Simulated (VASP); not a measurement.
# Ge (Pm-3m) in VASP: further runs

The runs below take Ge through single point, with revPBE.

Everything below comes from runs of VASP 6.6.1. Logs are shortened: lines on timing, memory, paths and dates and some standing lists are left out, and cuts for length are marked.

### Step 1. The crystal as given

The structure is cubic, space group Pm-3m (No. 221). The conventional cell has a = 2.730 Å, b = 2.730 Å, c = 2.730 Å, α = 90.00°, β = 90.00°, γ = 90.00°. Ge (site symmetry m-3m) is surrounded by 6 Ge at 2.73 Å.

This isn't the form of Ge at room conditions, which is diamond.

### Step 2. Single point, revPBE

The input, INCAR:

```
SYSTEM = Ge
  ALGO = Normal
  EDIFF = 1E-6
  ENCUT = 520
  GGA = RE
  ISIF = 2
  ISMEAR = -1
  LASPH = .True.
  LCHARG = .False.
  LREAL = .False.
  LWAVE = .False.
  NBANDS = 13
  NELM = 100
  PREC = Accurate
  SIGMA = 0.1
```

The input, KPOINTS:

```
k-points
0
Gamma
  19 19 19
  0 0 0
```

The input, POSCAR:

```
Ge
1.0
    2.7300395176      0.0000000000      0.0000000000
    0.0000000000      2.7300395176      0.0000000000
    0.0000000000      0.0000000000      2.7300395176
Ge
1
Direct
    0.0000000000      0.0000000000      0.0000000000
```

Potentials or basis: VASP PAW PBE potentials, release 64 (Ge_d).

Command:

```sh
$ cat potpaw_PBE.64/Ge_d/POTCAR > POTCAR
$ mpirun -np 1 vasp_std > vasp.out
```

OUTCAR:

```text
SYSTEM = Ge
   EDIFF = 1E-6
   ENCUT = 520
   GGA = RE
   ISIF = 2
   ISMEAR = -1
   LASPH = .True.
   LREAL = .False.
   NELM = 100
   PREC = Accurate

 ion  position               nearest neighbor table
   1  0.000  0.000  0.000-

  LATTYP: Found a simple cubic cell.
 ALAT       =     2.7300395176

  Lattice vectors:

 A1 = (   2.7300395176,   0.0000000000,   0.0000000000)
 A2 = (   0.0000000000,   2.7300395176,   0.0000000000)
 A3 = (   0.0000000000,   0.0000000000,   2.7300395176)

Analysis of symmetry for initial positions (statically):
=====================================================================
 Subroutine PRICEL returns:
 Original cell was already a primitive cell.

 Routine SETGRP: Setting up the symmetry group for a
 simple cubic supercell.

 Subroutine GETGRP returns: Found 48 space group operations
 (whereof 48 operations were pure point group operations)
 out of a pool of 48 trial point group operations.

The static configuration has the point symmetry O_h .

Analysis of symmetry for dynamics (positions and initial velocities):
=====================================================================
 Subroutine PRICEL returns:
 Original cell was already a primitive cell.

 Routine SETGRP: Setting up the symmetry group for a
 simple cubic supercell.

 Subroutine GETGRP returns: Found 48 space group operations
 (whereof 48 operations were pure point group operations)
 out of a pool of 48 trial point group operations.

The dynamic configuration has the point symmetry O_h .

 Subroutine INISYM returns: Found 48 space group operations
 (whereof 48 operations are pure point group operations),
 and found     1 'primitive' translations

----------------------------------------------------------------------------------------

                                     Primitive cell

  volume of cell :      20.3473

  direct lattice vectors                    reciprocal lattice vectors
     2.730039518  0.000000000  0.000000000     0.366295064  0.000000000  0.000000000
     0.000000000  2.730039518  0.000000000     0.000000000  0.366295064  0.000000000
     0.000000000  0.000000000  2.730039518     0.000000000  0.000000000  0.366295064

  length of vectors
     2.730039518  2.730039518  2.730039518     0.366295064  0.366295064  0.366295064

  position of ions in fractional coordinates (direct lattice)
     0.000000000  0.000000000  0.000000000

  ion indices of the primitive-cell ions
   primitive index   ion index
                 1           1

----------------------------------------------------------------------------------------

 KPOINTS: k-points

Automatic generation of k-mesh.
 Grid dimensions read from file:
 generate k-points for:   19   19   19

 Generating k-lattice:

  Cartesian coordinates                     Fractional coordinates (reciprocal lattice)
     0.019278688  0.000000000  0.000000000     0.052631579  0.000000000  0.000000000
     0.000000000  0.019278688  0.000000000     0.000000000  0.052631579  0.000000000
     0.000000000  0.000000000  0.019278688     0.000000000  0.000000000  0.052631579

  Length of vectors
     0.019278688  0.019278688  0.019278688

  Shift w.r.t. Gamma in fractional coordinates (k-lattice)
     0.000000000  0.000000000  0.000000000

 Subroutine IBZKPT returns following result:
 ===========================================

 Found    220 irreducible k-points:

 Following reciprocal coordinates:
            Coordinates               Weight
  0.000000  0.000000  0.000000      1.000000
  0.052632  0.000000  0.000000      6.000000
  0.105263  0.000000  0.000000      6.000000
  0.157895  0.000000  0.000000      6.000000
  0.210526  0.000000  0.000000      6.000000
  0.263158  0.000000  0.000000      6.000000
[... 16 lines left out ...]
  0.263158  0.105263  0.000000     24.000000
  0.315789  0.105263  0.000000     24.000000
 [... further k-points ...]
   k-points           NKPTS =    220   k-points in BZ     NKDIM =    220   number of bands    NBANDS=     13
   number of dos      NEDOS =    301   number of ions     NIONS =      1
   total plane-waves  NPLWV =   8000
   dimension x,y,z NGX =    20 NGY =   20 NGZ =   20
   dimension x,y,z NGXF=    40 NGYF=   40 NGZF=   40
   ions per type =               1
   NGX,Y,Z   is equivalent  to a cutoff of  12.18, 12.18, 12.18 a.u.
   NGXF,Y,Z  is equivalent  to a cutoff of  24.36, 24.36, 24.36 a.u.
 SYSTEM =  Ge
   PREC   = accura    normal or accurate (medium, high low for compatibility)
   ISTART =      0    job   : 0-new  1-cont  2-samecut
   ICHARG =      2    charge: 1-file 2-atom 10-const
   ISPIN  =      1    spin polarized calculation?
   LNONCOLLINEAR =      F non collinear calculations
   LSORBIT =      F    spin-orbit coupling
   LASPH  =      T    aspherical Exc in radial PAW
   ENCUT  =  520.0 eV  38.22 Ry    6.18 a.u.   5.08  5.08  5.08*2*pi/ulx,y,z
   NELM   =    100;   NELMIN=  2; NELMDL= -5     # of ELM steps
   EDIFF  = 0.1E-05   stopping-criterion for ELM
   LREAL  =      F    real-space projection
   EDIFFG = 0.1E-04   stopping-criterion for IOM
   NSW    =      0    number of steps for IOM
   IBRION =     -1    ionic relax: 0-MD 1-quasi-New 2-CG
   NFREE  =      0    steps in history (QN), initial steepest desc. (CG)
   ISIF   =      2    stress and relaxation
   ISYM   =      2    0-nonsym 1-usesym 2-fastsym
   POTIM  = 0.5000    time-step for ionic-motion
   TEBEG  =    0.0;   TEEND  =   0.0 temperature during run
   PSTRESS=    0.0 pullay stress
   NELECT =      14.0000    total number of electrons
   NUPDOWN=      -1.0000    fix difference up-down
   EMIN   =  10.00;   EMAX   =-10.00  energy-range for DOS
   EFERMI =   0.00;   METHOD = LEGACY
   ISMEAR =    -1;   SIGMA  =   0.10  broadening in eV -4-tet -1-fermi 0-gaus
   EFERMI_NEDOS =   21; number of points for ismear=-14 and -15
   IALGO  =     38    algorithm
   IMIX   =      4    mixing-type and parameters
     AMIX     =   0.40;   BMIX     =  1.00
     AMIX_MAG =   1.60;   BMIX_MAG =  1.00
  volume/ion in A,a.u.               =      20.35       137.31
  Fermi-wavevector in a.u.,A,eV,Ry     =   1.445269  2.731162 28.419869  2.088801
  Thomas-Fermi vector in A             =   2.563470
   LORBIT       =      0    0 simple, 1 ext, 2 COOP (PROOUT), +10 PAW based schemes
   GGA     = RE    functional components
   LHFCALC =     F    Hartree Fock is set to
   AEXX    =    0.0000 exact exchange contribution
   IVDW    =     0    specifies the selected vdW correction
   LEPSILON=     F    determine dielectric tensor
   LRPA    =     F    only Hartree local field effects (RPA)
 non-spin polarized calculation
  energy-cutoff  :      520.00
  volume of cell :       20.35
 maximum number of plane-waves:       559
   NGX = 11   NGY = 11   NGZ = 11

 number of electron      13.9999996 magnetization

 Free energy of the ion-electron system (eV)
  ---------------------------------------------------
  ext. energy  EPLUGINS =         0.00000000
  ---------------------------------------------------
  free energy    TOTEN  =        -3.97333209 eV

  energy without entropy =       -3.95633505  energy(sigma->0) =       -3.96483357

 E-fermi :   5.7564     XC(G=0): -10.7247

 val. band max:        5.7402188953   @ k =   0.2632   0.2632   0.0000
 cond. band min:       5.7845197494   @ k =   0.2632   0.1579   0.1579
 fundamental gap:      0.0443008541
 Fermi energy:         5.7564468399

 k-point     1 :       0.0000    0.0000    0.0000
  band No.  band energies     occupation
      1     -18.9184      2.00000
      2     -18.9184      2.00000
      3     -18.6918      2.00000
      4     -18.6918      2.00000
      5     -18.6918      2.00000
      6      -6.7752      2.00000
      7      12.2720      0.00000
      8      12.2720      0.00000
      9      12.2720      0.00000
     10      15.6729      0.00000
     11      15.6729      0.00000
     12      18.0301      0.00000
     13      34.1259      0.00000

 k-point     2 :       0.0526    0.0000    0.0000
  band No.  band energies     occupation
      1     -18.9181      2.00000
      2     -18.9136      2.00000
      3     -18.6934      2.00000
      4     -18.6934      2.00000
      5     -18.6917      2.00000
      6      -6.7220      2.00000
      7      11.4083      0.00000
      8      12.3230      0.00000
      9      12.3230      0.00000
     10      15.7206      0.00000
     11      16.3537      0.00000
     12      18.3527      0.00000
     13      32.3039      0.00000

 k-point     3 :       0.1053    0.0000    0.0000
  band No.  band energies     occupation
      1     -18.9172      2.00000
      2     -18.8995      2.00000
      3     -18.6981      2.00000
      4     -18.6981      2.00000
      5     -18.6913      2.00000
      6      -6.5627      2.00000
      7       9.8080      0.00000
      8      12.4744      0.00000
      9      12.4744      0.00000
     10      15.8631      0.00000
     11      17.1282      0.00000
     12      19.5930      0.00000
     13      30.4495      0.00000
[... 305 lines left out ...]
 k-point    23 :       0.2632    0.1053    0.0000
  band No.  band energies     occupation
      1     -18.8983      2.00000
      2     -18.8141      2.00000
      3     -18.7316      2.00000
      4     -18.7232      2.00000
      5     -18.6953      2.00000
      6      -5.2527      2.00000
      7       5.1049      1.99704
      8      11.0674      0.00000
      9      13.6657      0.00000
     10      17.7157      0.00000
     11      20.0955      0.00000
     12      22.6196      0.00000
     13      25.8185      0.00000

 k-point    24 :       0.3158    0.1053    0.0000
  band No.  band energies     occupation
      1     -18.8963      2.00000
      2     -18.7856      2.00000
      3     -18.7414      2.00000
      4     -18.7326      2.00000
      5     -18.6944      2.00000
      6      -4.6991      2.00000
      7       3.6678      2.00000
      8      11.5508      0.00000
      9      14.1204      0.00000
     10      18.2013      0.00000
     11      19.8597      0.00000
     12      22.1327      0.00000
     13      24.5146      0.00000

 [... further k-points ...]

------------------------ aborting loop because EDIFF is reached ----------------------------------------

  FORCE on cell =-STRESS in cart. coord.  units (eV):
  Direction    XX          YY          ZZ          XY          YZ          ZX
  --------------------------------------------------------------------------------------
  -------------------------------------------------------------------------------------
  Total       -0.0328054     -0.0328054     -0.0328054      0.0000000     -0.0000000      0.0000000
  in kB       -2.5831441     -2.5831441     -2.5831441      0.0000000     -0.0000000      0.0000000
  external PRESSURE =      -2.5831441 kB  Pullay stress =       0.0000000 kB

 VOLUME and BASIS-vectors are now :
 -----------------------------------------------------------------------------
  energy-cutoff  :      520.00
  volume of cell :       20.35
      direct lattice vectors                 reciprocal lattice vectors
     2.730039518  0.000000000  0.000000000     0.366295064  0.000000000  0.000000000
     0.000000000  2.730039518  0.000000000     0.000000000  0.366295064  0.000000000
     0.000000000  0.000000000  2.730039518     0.000000000  0.000000000  0.366295064

 POSITION                                       TOTAL-FORCE (eV/Angst)
 -----------------------------------------------------------------------------------
      0.00000      0.00000      0.00000         0.000000      0.000000      0.000000
 -----------------------------------------------------------------------------------
    total drift:                                0.000000      0.000000      0.000000

  FREE ENERGIE OF THE ION-ELECTRON SYSTEM (eV)
  ---------------------------------------------------
  free  energy   TOTEN  =        -3.9733320918 eV

  energy  without entropy=       -3.9563350517  energy(sigma->0) =       -3.96483357
```

It took 18 s on 1 thread of Intel Xeon Platinum 8488C (Sapphire Rapids), shared host; peak memory 0.16 GiB.

What came out:

- Free energy: -3.9733 eV
- Pressure: -0.3 GPa
- Band gap on the k mesh: none (metal or under the smearing width)

Levels at points of the mesh, in eV from the Fermi level:
```
           k point  band 4  band 5  band 6  band 7  band 8  band 9  band 10  band 11
(0.00, 0.00, 0.00)  -24.45  -24.45  -12.53    6.52    6.52    6.52     9.92     9.92
```

Caveat: the PAW data sets were made with another functional, which shifts forces and pressure a little.

### Step 3. Single point, revPBE

This run uses another cell than the first one, of 21.98 Å³/atom, 1.080 times its volume.

The input, INCAR:

```
SYSTEM = Ge
PREC = Accurate
ENCUT = 520
EDIFF = 1E-6
ISMEAR = -1
SIGMA = 0.1
LREAL = .FALSE.
LASPH = .TRUE.
NELM = 100
ALGO = Normal
ISIF = 2
LWAVE = .FALSE.
LCHARG = .FALSE.
GGA = RE
NBANDS = 13
```

The input, KPOINTS:

```
Automatic mesh
0
G
  13 13 13
  0 0 0
```

The input, POSCAR:

```
Ge
1.0
    2.8009811451      0.0000000000      0.0000000000
    0.0000000000      2.8009811451      0.0000000000
    0.0000000000      0.0000000000      2.8009811451
Ge
1
Direct
    0.0000000000      0.0000000000      0.0000000000
```

Potentials or basis: VASP PAW PBE potentials, release 64 (Ge_d).

Command:

```sh
$ cat potpaw_PBE.64/Ge_d/POTCAR > POTCAR
$ mpirun -np 1 vasp_std > vasp.out
```

It took 8.5 s on 1 thread of Intel Xeon Platinum 8488C (Sapphire Rapids), shared host; peak memory 0.14 GiB.

It converged, with:

| Quantity | Value |
| --- | --- |
| Free energy | -3.9562 eV |
| Pressure | -4.3 GPa |
| Band gap on the k mesh | none (metal or under the smearing width) |

Levels at points of the mesh, in eV from the Fermi level:
```
           k point  band 3  band 4  band 5  band 6  band 7  band 8  band 9  band 10  band 11  band 12
(0.00, 0.00, 0.00)  -24.52  -24.52  -24.52  -12.03    6.04    6.04    6.04     9.57     9.57    11.43
```

Caveat: the PAW data sets were made with another functional, which shifts forces and pressure a little.

### Step 4. Single point, revPBE

This run uses another cell than the first one, of 18.72 Å³/atom, 0.920 times its volume.

The input, INCAR:

```
ALGO = Fast
EDIFF = 1E-6
ENCUT = 520
GGA = RE
ISIF = 2
ISMEAR = -1
LASPH = True
LCHARG = True
LELF = True
LREAL = False
LVHAR = True
LWAVE = False
NBANDS = 13
NELM = 60
PREC = Accurate
SIGMA = 0.1
```

The input, KPOINTS:

```
k-points
0
Gamma
  13 13 13
```

The input, POSCAR:

```
Ge
1.0
    2.6552059299      0.0000000000      0.0000000000
    0.0000000000      2.6552059299      0.0000000000
    0.0000000000      0.0000000000      2.6552059299
Ge
1
Direct
    0.0000000000      0.0000000000      0.0000000000
```

Command:

```sh
$ cat potpaw_PBE.64/Ge_d/POTCAR > POTCAR
$ mpirun -np 1 vasp_std > vasp.out
```

It took 9.3 s on 1 thread of Intel Xeon Platinum 8488C (Sapphire Rapids), shared host; peak memory 0.13 GiB.

It converged, with:

| Property | Result |
| --- | --- |
| Free energy | -3.9490 eV |
| Pressure | 7.2 GPa |
| Band gap on the k mesh | none (metal or under the smearing width) |

Levels at points of the mesh, in eV from the Fermi level:
```csv
k point,band 5,band 6,band 7,band 8,band 9,band 10
"(0.00, 0.00, 0.00)",-24.55,-13.30,6.88,6.88,6.88,10.13
```

Caveat: the PAW data sets were made with another functional, which shifts forces and pressure a little.

### Step 5. Overview

| cell | k mesh | gap on the mesh (eV) | pressure (GPa) |
| --- | --- | --- | --- |
| Pm-3m, 20.35 Å³/atom | 19 × 19 × 19 | none | -0.3 |
| Pm-3m, 21.98 Å³/atom | 13 × 13 × 13 | none | -4.3 |
| Pm-3m, 18.72 Å³/atom | 13 × 13 × 13 | none | 7.2 |

Alike in all rows: task single point; level revPBE; potentials or basis VASP PAW PBE potentials, release 64 (Ge_d); no spin polarisation; cutoff (eV) 520; smearing fermi-dirac 0.1 eV.

Every run on the cell as given and a fine mesh finds a metal.

Caveats: the PAW data sets were made with another functional, which shifts forces and pressure a little.

Absolute energies hang on the potentials; compare differences alone.
